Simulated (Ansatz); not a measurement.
Input and command of a calculation in Ansatz (plane waves; scalar-relativistic PAW potentials unless the input names others):

```yaml
crystal:
  lattice:
    - [2.9808697485, 0.0, 0.0]
    - [-1.4904348742, 2.5815089276, 0.0]
    - [0.0, 0.0, 9.850417248]
  atoms:
    - { symbol: Ag, position: [0.3333333333, 0.6666666667, 0.25] }
    - { symbol: Ag, position: [0.6666666667, 0.3333333333, 0.75] }
    - { symbol: Ag, position: [0.0, 0.0, 0.0] }
    - { symbol: Ag, position: [0.0, 0.0, 0.5] }
basis:
  ecutwfc: 420
kpoints:
  mp_grid: { grid: [18, 18, 6] }
hamiltonian:
  xc: pbe
scf:
  occupations: { method: gaussian, width: 0.005 }
output:
  forces: true
  eigenvalues: true
  stress: true
```

```bash
ansatz run input.yaml --threads 2 --pin off --max-ram 5120MiB --backend cpu --events-out ev --progress --plain --runs-dir out
```

Abridged log:
```
Basis set: ecut = 420 eV, 1473 PW (Γ), exchange–correlation on 40×40×144 points (8 copies of the dense FFT grid, shifted against one another)
Bands: 46, of which v1, the nominal top of the filled ones, is band 38 counted from 1 (37 counted from 0)
Symmetry: 24 space group operations
k-points: 148 of 1944
SCF iter   1: F=—  HF=-30362.138313 eV  |F-HF|=—  |Δ(HF+E_count)|=         —  Δρ=8.76e-4  dr2=1.76e-4  ethr=1.77e-3  ⟨swp⟩=5.5  Hψ=22828  notcnv=0
SCF iter   2: F=—  HF=-30362.139870 eV  |F-HF|=—  |Δ(HF+E_count)|=   1.56e-3  Δρ=5.01e-4  dr2=5.23e-5  ethr=2.32e-7  ⟨swp⟩=3.1  Hψ=17151  notcnv=0  defer=380
SCF iter   3: F=—  HF=-30362.140030 eV  |F-HF|=—  |Δ(HF+E_count)|=   1.60e-4  Δρ=1.12e-4  dr2=5.73e-6  ethr=6.88e-8  ⟨swp⟩=2.0  Hψ=10488  notcnv=0  defer=232
automatic band count: iteration 3 solves 45 bands in place of 46: the levels show a gap, and the empty bands left out lie too high to hold charge; the band table lists the bands solved (type scf.n_extra_bands for more)
SCF iter   4: F=—  HF=-30362.140035 eV  |F-HF|=—  |Δ(HF+E_count)|=   4.92e-6  Δρ=2.19e-5  dr2=1.71e-7  ethr=7.54e-9  ⟨swp⟩=2.0  Hψ=9684  notcnv=0  defer=232
SCF iter   5: F=-30362.140035 eV  HF=-30362.140035 eV  |F-HF|=1.17e-8  |Δ(HF+E_count)|=   1.68e-7  Δρ=7.46e-6  dr2=3.92e-8  ethr=2.25e-10  ⟨swp⟩=2.0  Hψ=9690  notcnv=0  defer=232
SCF iter   6: F=-30362.140035 eV  HF=-30362.140035 eV  |F-HF|=1.55e-9  |Δ(HF+E_count)|=   6.78e-9  Δρ=2.14e-6  dr2=3.32e-9  ethr=5.15e-11  ⟨swp⟩=5.0  Hψ=23559  notcnv=0
SCF 1 converged in 6 iterations: F = -30362.140035 eV  dr2 = 3.32e-9
SCF converged after 6 iterations
Free energy (F): -30362.140035 eV
Harris-Foulkes:  -30362.140035 eV  (|F-HF|=1.55e-9)
Internal energy: -30362.140013 eV  (E = F + TS)
E sigma→0 (E₀):  -30362.140024 eV
Entropy (-TS):   -0.000022 eV (-0.006 meV/atom)
Fermi energy:    15.095149 eV
--- Forces (eV/Å), atoms counted from 1 ---
  atom   1  Ag     0.00000000     0.00000000     0.00000000
  atom   2  Ag     0.00000000     0.00000000     0.00000000
  atom   3  Ag     0.00000000     0.00000000     0.00000000
  atom   4  Ag     0.00000000     0.00000000     0.00000000
--- Stress (GPa, compression-positive) ---
       -4.352176       0.000000       0.000000
        0.000000      -4.352176       0.000000
        0.000000       0.000000      -4.763380
  P = ⅓ Tr σ = -4.4892 GPa (-44.892 kbar)
```

Apart from outputs and empty bands, the input differs from a reference run on usual settings in scf.occupations.width: 0.15 → 0.005. The reference, at the same geometry (not necessarily relaxed), gave pressure -4.49 GPa, largest force 0.000 eV/Å, no gap on the mesh. This run converged in 6 SCF iterations (reference: 6) with an energy at zero smearing 0.07 meV/atom above the reference's, pressure -4.49 GPa, largest force 0.000 eV/Å, no gap on the mesh. Its k mesh, for so narrow a smearing in a metal, is looser than usual, yet energy, pressure and forces hardly moved.

It took 21 s on 2 threads of Intel(R) Xeon(R) Processor @ 2.50GHz (Skylake/Cascade Lake), with other jobs on the host, peak memory 0.61 GiB.